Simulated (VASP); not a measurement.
## A VASP 6.6.1 single-point calculation on CdF2

INCAR

```
IBRION = -1
SIGMA = 0.02
NSW = 0
GGA = PE
PREC = Accurate
NBANDS = 20
ISMEAR = -1
ENCUT = 60
LCHARG = .FALSE.
NELM = 62
ISIF = 2
EDIFF = 1E-7
LWAVE = .FALSE.
LASPH = .TRUE.
LREAL = .FALSE.
```

KPOINTS

```
KPOINTS created by Atomic Simulation Environment
0
Gamma
8 8 8
0 0 0
```

POSCAR

```
Cd F
 1.0000000000000000
     0.0000000000000000    2.7211194579000000    2.7211194579000000
     2.7211194579000000    0.0000000000000000    2.7211194579000000
     2.7211194579000000    2.7211194579000000    0.0000000000000000
 Cd  F
   1   2
Cartesian
  0.0000000000000000  0.0000000000000000  0.0000000000000000
  1.3605597289500000  1.3605597289500000  1.3605597289500000
  4.0816791868499998  4.0816791868499998  4.0816791868499998
```

The recommended PBE PAW datasets give the neutral cell 26 valence electrons.

Command

```
mpirun -np 1 vasp_std
```

OSZICAR

```
N       E                     dE             d eps       ncg     rms          rms(c)
DAV:   1    -0.525459324385E+02   -0.52546E+02   -0.24353E+03  1328   0.213E+02
DAV:   2    -0.717815013545E+02   -0.19236E+02   -0.18686E+02  1244   0.602E+01
DAV:   3    -0.719350329089E+02   -0.15353E+00   -0.15345E+00  1284   0.488E+00
DAV:   4    -0.719350580199E+02   -0.25111E-04   -0.25110E-04  1208   0.506E-02
DAV:   5    -0.719350580410E+02   -0.21119E-07   -0.21719E-07  1044   0.716E-04    0.248E+02
DAV:   6     0.157401222471E+03    0.22934E+03   -0.10967E+02  1160   0.519E+01    0.233E+02
DAV:   7     0.214491740476E+03    0.57091E+02   -0.24793E+01  1236   0.235E+01    0.274E+02
DAV:   8    -0.929036459860E+05   -0.93118E+05   -0.93105E+05  1204   0.755E+00    0.159E+02
```

Standard output (part)

```
...
  0.414725771974963
 WARNING: Sub-Space-Matrix is not hermitian in DAV           20
 -0.335832783956914
 the old and the new charge density differ
    0.159E+02
 WARNING: Sub-Space-Matrix is not hermitian in DAV            1
  0.718309333144719
 WARNING: Sub-Space-Matrix is not hermitian in DAV            2
 -0.292832453552969
 WARNING: Sub-Space-Matrix is not hermitian in DAV            3
  0.521358246287123
 WARNING: Sub-Space-Matrix is not hermitian in DAV            4
  -10.5984359070717
 WARNING: Sub-Space-Matrix is not hermitian in DAV            6
 -3.952143541123336E-003
 WARNING: Sub-Space-Matrix is not hermitian in DAV            7
 -0.283878589430918
 WARNING: Sub-Space-Matrix is not hermitian in DAV            8
  0.204362674249103
 WARNING: Sub-Space-Matrix is not hermitian in DAV            9
   2.51206500175166
 WARNING: Sub-Space-Matrix is not hermitian in DAV           10
   4.69196683680109
 WARNING: Sub-Space-Matrix is not hermitian in DAV           11
 -0.156505138186749
 WARNING: Sub-Space-Matrix is not hermitian in DAV           12
  -3.40488829426525
 WARNING: Sub-Space-Matrix is not hermitian in DAV           13
  6.322924150146346E-002
 WARNING: Sub-Space-Matrix is not hermitian in DAV           14
  -1.97051015971019
 WARNING: Sub-Space-Matrix is not hermitian in DAV           15
 -0.351461623100863
 WARNING: Sub-Space-Matrix is not hermitian in DAV           16
  -5.75128177955474
|     EEEEEEE  RRRRRR   RRRRRR   OOOOOOO  RRRRRR      ###     ###     ###     |
|     E        R     R  R     R  O     O  R     R     ###     ###     ###     |
|     E        R     R  R     R  O     O  R     R     ###     ###     ###     |
|     EEEEE    RRRRRR   RRRRRR   O     O  RRRRRR       #       #       #      |
|     E        R    R   R    R   O     O  R    R      ###     ###     ###     |
|     EEEEEEE  R     R  R     R  OOOOOOO  R     R     ###     ###     ###     |
|     EDDAV: Call to ZHEGV failed. Returncode = 11 2 16                       |
|
```

VASP stopped with an error.

What is wrong with this input?

Cutoff far too low. VASP stopped with an error.
